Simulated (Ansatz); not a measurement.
# Mo: the cost of one run

Computed with Ansatz 0.2.0 (DFT PBE, scalar-relativistic, plane waves, PAW, unless a step's input says otherwise).

The COD entry's cell or inner coordinates are ideal or old and differ from later refinements, so a difference from it is no clean test against experiment.

**1. The structure to begin with**

The structure is cubic, space group Im-3m (No. 229). The conventional cell has a = 3.142 Å, b = 3.142 Å, c = 3.142 Å, α = 90.00°, β = 90.00°, γ = 90.00°. Mo (site symmetry m-3m) is surrounded by 8 Mo at 2.72 Å.

Coordinates:

```xyz
1
Lattice="-1.5710 1.5710 1.5710 1.5710 -1.5710 1.5710 1.5710 1.5710 -1.5710" Properties=species:S:1:pos:R:3 pbc="T T T"
Mo    0.0000    0.0000    0.0000
```

No relaxation comes first: the listed cell is the starting point.

**2. Zero of energy**

Reference values: F = -4956.0201 eV; pressure 4.81 GPa; largest force 0.000 eV/Å; gap on the mesh none (metal). It was computed beforehand with the settings of the runs below.

**3. Setting up biaxial against axial strain**

The cell is strained by p along both x and y and by q along z, with fractional coordinates fixed.

**4. p = -0.080, q = -0.080**

File input.yaml:

```yaml
crystal:
  lattice:
    - [-1.44532, 1.44532, 1.44532]
    - [1.44532, -1.44532, 1.44532]
    - [1.44532, 1.44532, -1.44532]
  atoms:
    - { symbol: Mo, position: [0.0, 0.0, 0.0] }
basis:
  ecutwfc: 420
kpoints:
  mp_grid: { grid: [22, 22, 22] }
hamiltonian:
  xc: pbe
scf:
  occupations: { method: gaussian, width: 0.15 }
output:
  forces: true
  stress: true
  eigenvalues: true
```

Command:

```sh
> ansatz run input.yaml --threads 1 --pin off --max-ram 2560MiB --backend cpu --events-out ev --progress --plain --runs-dir out
```

What time and memory should one allow on 1 thread of Intel Xeon Platinum 8259CL at 2.50GHz (Skylake/Cascade Lake), shared host?

About 2.2 s, with a peak of 0.42 GiB.
